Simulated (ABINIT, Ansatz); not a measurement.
**A GW run on BeTe (F-43m) in ABINIT, with inputs changed**

Aim: change inputs of a GW run on BeTe (F-43m) and see what moves.

Method: PBE and many-body steps on it, plane waves, in ABINIT 10.8.3.

### Step 1. Set-up

The structure is cubic, space group F-43m (No. 216). The conventional cell has a = 5.663 Å, b = 5.663 Å, c = 5.663 Å, α = 90.00°, β = 90.00°, γ = 90.00°. Nearest to Be lie 4 Te at 2.45 Å. Te has 4 Be at 2.45 Å nearest. Farther neighbours and most contacts between anions are not listed.

Coordinates:

```cif
data_structure
_symmetry_space_group_name_H-M 'F-43m'
_symmetry_Int_Tables_number 216
_cell_length_a 5.6629
_cell_length_b 5.6629
_cell_length_c 5.6629
_cell_angle_alpha 90.000
_cell_angle_beta 90.000
_cell_angle_gamma 90.000
_cell_volume 181.60
loop_
_atom_site_label
_atom_site_type_symbol
_atom_site_symmetry_multiplicity
_atom_site_Wyckoff_symbol
_atom_site_fract_x
_atom_site_fract_y
_atom_site_fract_z
_atom_site_occupancy
Be1 Be 4 a 0.00000 0.00000 0.00000 1
Te1 Te 4 c 0.25000 0.25000 0.25000 1
```

The cell and positions are those that the Materials Project relaxed with its own functionals (PBE, PBE+U or r2SCAN), kept fixed. Spin-orbit coupling is left out unless a step names it.

### Step 2. Screening, 6×6×6 mesh, 180 bands, screening to 212.2 eV

This step: ABINIT 10.8.3; RPA screening on PBE, plane waves, norm-conserving pseudopotentials.

The RPA dielectric matrix is built and inverted for each q.

run.abi reads:

```
acell 3*1.0 Angstrom
rprim 
  -0.000000000000 2.831458787600 2.831458787600
  2.831458787600 0.000000000000 2.831458787600
  2.831458787600 2.831458787600 0.000000000000
ntypat 2
znucl 4 52
natom 2
typat 1 2
xred 
  0.000000000000 0.000000000000 0.000000000000
  0.750000000000 0.750000000000 0.750000000000
pp_dirpath "pseudos"
pseudos "Be.upf, Te.upf"
ecut 49
ngkpt 6 6 6
nshiftk 1
shiftk 0 0 0
kptopt 1
chksymbreak 0
istwfk *1
occopt 1
irdwfk 1
optdriver 3
nband 180
ecuteps 7.8
inclvkb 2
awtr 1
symchi 1
indata_prefix "in"
outdata_prefix "out"
tmpdata_prefix "tmp"
```

On the command line:

```bash
OMP_NUM_THREADS=1 mpirun -n 8 abinit run.abi > log
```

Output:

```text
.Version 10.8.3 of ABINIT. v10.8.2 released Aug 2026.

 Symmetries : space group F-4 3 m (#216); Bravais cF (face-center cubic)
[... echo of the input left out ...]
== DATASET  1 ==================================================================
-   mpi_nproc: 8, omp_nthreads: 1 (-1 if OMP is not activated)

--- !DatasetInfo
iteration_state: {dtset: 1, }
dimensions: {natom: 2, nkpt: 16, mband: 180, nsppol: 1, nspinor: 1, nspden: 1, mpw: 5040, }
cutoff_energies: {ecut:  49.0, pawecutdg:  -1.0, }
electrons: {nelect:   2.80000000E+01, charge:   0.00000000E+00, occopt:   1.00000000E+00, tsmear:   1.00000000E-02, }

 SCREENING: Calculation of the susceptibility and dielectric matrices

 Based on a program developped by R.W. Godby, V. Olevano, G. Onida, and L. Reining.
 Incorporated in ABINIT by V. Olevano, G.-M. Rignanese, and M. Torrent.
.Using double precision arithmetic ; gwpc =  8

[... cell and pseudopotentials left out ...]
--------------------------------------------------------------------------------

 ==== K-mesh for the wavefunctions ====
 Number of points in the irreducible wedge :    16
[... list of points left out ...]
 Together with 24 symmetry operations and time-reversal symmetry
 yields   216 points in the full Brillouin Zone.

 ==== Q-mesh for the screening function ====
 Number of points in the irreducible wedge :    16
[... list of points left out ...]
 Together with 24 symmetry operations and time-reversal symmetry
 yields   216 points in the full Brillouin Zone.

 setmesh: FFT mesh size selected  =    36x   36x   36
          total number of points  =        46656

 vcoul_init : cutoff-mode = AUXILIARY_FUNCTION
 q-points for optical limit:   1
     1)      0.000010    0.000020    0.000030

- screening: taking advantage of time-reversal symmetry
- Maximum band index for partially occupied states nbvw = 14
- Remaining bands to be divided among processors   nbcw = 166
- Number of bands treated by each node ~20

 Number of electrons calculated from density =   28.0000; Expected =   28.0000
 average of density, n =  0.091390
 r_s =    1.3772
 omega_plasma =   29.1612 [eV]

 calculating chi0 at frequencies [eV] :
  1    0.000000E+00    0.000000E+00
  2    0.000000E+00    2.916124E+01

--------------------------------------------------------------------------------
  q-point number  1        q = ( 0.000000, 0.000000, 0.000000) [r.l.u.]
--------------------------------------------------------------------------------
[... chi0 elements left out ...]
 For q-point:  0.000010 0.000020 0.000030
  dielectric constant =   7.3312
  dielectric constant without local fields =   8.4843

  Average fulfillment of the sum rule on Im[epsilon] for q-point    1 :     73.99  [%]
[... wings left out ...]
  q-point number  2        q = ( 0.166667, 0.000000, 0.000000) [r.l.u.]
--------------------------------------------------------------------------------
[... chi0 elements left out ...]
  Average fulfillment of the sum rule on Im[epsilon] for q-point    2 :     82.50  [%]

 [... 14 further q-points ...]
```

Elapsed: 17 min, on 8 MPI ranks of Arm Neoverse N1, shared host; peak memory 4.6 GiB.

Numbers from this step:

| Item | Value |
| --- | --- |
| ε∞ with local fields, on this mesh, along the program's q direction | 7.331 |
| the same without local fields | 8.484 |
| plasma frequency | 29.16 eV |
| plane waves in the screening matrix | 331 |

Local fields lower ε∞ by 14 %.

### Step 3. Base

The self-energy is evaluated for the states that the input lists, and the levels follow from it, in one-shot runs by the linearised quasiparticle equation.

This step: G0W0 on PBE, plane waves, norm-conserving pseudopotentials.

Edit run.abi of step 2 so:

```diff
@@ -23,8 +23,17 @@
 irdwfk 1
-optdriver 3
+optdriver 4
 nband 180
+gwcalctyp 0
+ecutsigx 49
+symsigma 1
+nkptgw 2
+kptgw 
+  0.0000000000 0.0000000000 0.0000000000
+  0.5000000000 0.5000000000 0.0000000000
+bdgw 
+  12 17
+  13 16
 ecuteps 7.8
-inclvkb 2
-awtr 1
-symchi 1
+irdscr 1
+ppmodel 1
 indata_prefix "in"
```

Output:

```text
.Version 10.8.3 of ABINIT. v10.8.2 released Aug 2026.

 Symmetries : space group F-4 3 m (#216); Bravais cF (face-center cubic)
[... echo of the input left out ...]
== DATASET  1 ==================================================================
-   mpi_nproc: 8, omp_nthreads: 1 (-1 if OMP is not activated)

--- !DatasetInfo
iteration_state: {dtset: 1, }
dimensions: {natom: 2, nkpt: 16, mband: 180, nsppol: 1, nspinor: 1, nspden: 1, mpw: 5040, }
cutoff_energies: {ecut:  49.0, pawecutdg:  -1.0, }
electrons: {nelect:   2.80000000E+01, charge:   0.00000000E+00, occopt:   1.00000000E+00, tsmear:   1.00000000E-02, }

 SIGMA: Calculation of the GW corrections

 Based on a program developped by R.W. Godby, V. Olevano, G. Onida, and L. Reining.
 Incorporated in ABINIT by V. Olevano, G.-M. Rignanese, and M. Torrent.
.Using double precision arithmetic ; gwpc =  8

[... cell and pseudopotentials left out ...]
--------------------------------------------------------------------------------

 ==== K-mesh for the wavefunctions ====
 Number of points in the irreducible wedge :    16
[... list of points left out ...]
 Together with 24 symmetry operations and time-reversal symmetry
 yields   216 points in the full Brillouin Zone.

 ==== Q-mesh for screening function ====
 Number of points in the irreducible wedge :    16
[... list of points left out ...]
 Together with 24 symmetry operations and time-reversal symmetry
 yields   216 points in the full Brillouin Zone.

 vcoul_init : cutoff-mode = AUXILIARY_FUNCTION
 q-points for optical limit:   1
     1)      0.000010    0.000020    0.000030
 setmesh: FFT mesh size selected  =    48x   48x   48
          total number of points  =       110592

 Number of electrons calculated from density =   28.0000; Expected =   28.0000
 average of density, n =  0.091390
 r_s =    1.3772
 omega_plasma =   29.1612 [eV]

 === KS Band Gaps ===
  >>>> For spin  1
   Minimum direct gap =   3.6438 [eV], located at k-point      :   0.0000  0.0000  0.0000
   Fundamental gap    =   2.0272 [eV], Top of valence bands at :   0.0000  0.0000  0.0000
                                       Bottom of conduction at :   0.5000  0.5000  0.0000
 SIGMA fundamental parameters:
 PLASMON POLE MODEL  1
 number of plane-waves for SigmaX                 5029
 number of plane-waves for SigmaC and W            331
 number of plane-waves for wavefunctions          5029
 number of bands                                   180
 number of independent spin polarizations            1
 number of spinorial components                      1
 number of k-points in IBZ                          16
 number of q-points in IBZ                          16
 number of symmetry operations                      24
 number of k-points in BZ                          216
 number of q-points in BZ                          216
 number of frequencies for dSigma/dE                 9
 frequency step for dSigma/dE [eV]                0.25
 number of omega for Sigma on real axis              0
 max omega for Sigma on real axis  [eV]           0.00
 zcut for avoiding poles [eV]                     0.10

 EPSILON^-1 parameters (SCR file):
 dimension of the eps^-1 matrix on file            331
 dimension of the eps^-1 matrix used               331
 number of plane-waves for wavefunctions          5029
 number of bands                                   180
 number of q-points in IBZ                          16
 number of frequencies                               2
 number of real frequencies                          1
 number of imag frequencies                          1

 matrix elements of self-energy operator (all in [eV])

 Perturbative Calculation

--- !SelfEnergy_ee
iteration_state: {dtset: 1, }
kpoint     : [   0.000,    0.000,    0.000, ]
spin       : 1
KS_gap     :    3.644
QP_gap     :    4.727
Delta_QP_KS:    1.083
data: !SigmaeeData |
     Band     E0 <VxcDFT>   SigX SigC(E0)      Z dSigC/dE  Sig(E)    E-E0       E
       12   5.603 -13.358 -15.092   0.681   0.804  -0.244 -14.204  -0.846   4.756
       13   5.603 -13.358 -15.092   0.681   0.804  -0.244 -14.204  -0.846   4.756
       14   5.603 -13.358 -15.092   0.681   0.804  -0.244 -14.204  -0.846   4.756
       15   9.247 -10.418  -5.939  -4.185   0.803  -0.245 -10.182   0.237   9.483
       16   9.247 -10.418  -5.939  -4.185   0.803  -0.245 -10.182   0.237   9.483
       17   9.247 -10.418  -5.939  -4.185   0.803  -0.245 -10.182   0.237   9.483

--- !SelfEnergy_ee
iteration_state: {dtset: 1, }
kpoint     : [   0.500,    0.500,    0.000, ]
spin       : 1
KS_gap     :    4.605
QP_gap     :    5.616
Delta_QP_KS:    1.010
data: !SigmaeeData |
     Band     E0 <VxcDFT>   SigX SigC(E0)      Z dSigC/dE  Sig(E)    E-E0       E
       13   3.025 -11.867 -14.660   1.515   0.790  -0.266 -12.877  -1.010   2.015
       14   3.025 -11.867 -14.660   1.515   0.790  -0.266 -12.877  -1.010   2.015
       15   7.630  -8.969  -5.172  -3.797   0.817  -0.224  -8.969   0.000   7.630
       16   8.313  -9.819  -5.887  -3.842   0.811  -0.233  -9.747   0.073   8.385

== END DATASET(S) ==============================================================
================================================================================

 -outvars: echo values of variables after computation  --------
           etotal      0.0000000000E+00
            nband         180
             nkpt          16
          spgroup         216
 [... the other variables as echoed above ...]

 Calculation completed.
```

It took 57 s on 8 MPI ranks; peak memory 4.1 GiB; 7.5 min of CPU time.

This step gave:

```
G0W0 gap on the points computed              : 2.874 eV
starting gap on the mesh                     : 2.027 eV
k of the valence top                         : 0, 0, 0
k of the conduction bottom                   : 0.5, 0.5, 0
Z at the valence top                         : 0.804
Z at the conduction bottom                   : 0.817
least direct G0W0 gap on the computed points : 4.727 eV
```

The gap on the mesh goes from 2.03 eV to 2.87 eV, a correction of +0.85 eV.

(Part 1 of 2 ends here.)

[Paths, hosts, dates, memory and timing lines, banners, echoed tables and standing remarks are left out of the program output.]

[Logs are printed without paths, hosts, clocks, repeated set-up lines and the standing remarks that a program may print on its own settings, such as how far it seeks lower states.]

[Runs of the session that timed out or met a known fault of the program may be left out.]

[Hosts, paths, dates, database ids (printed as entryN), source tags and the programs' standing remarks are cut or masked in the printed files.]

[G0W0 gaps are taken among the corrected bands and points alone; a level outside them can change the order at an edge.]

[Where Ansatz stands beside ABINIT at settings called matched, ABINIT's density can come from a denser mesh and the files from another edition; pairs whose starting gaps differed by over 0.03 eV were left out, so agreement reads better than it is.]
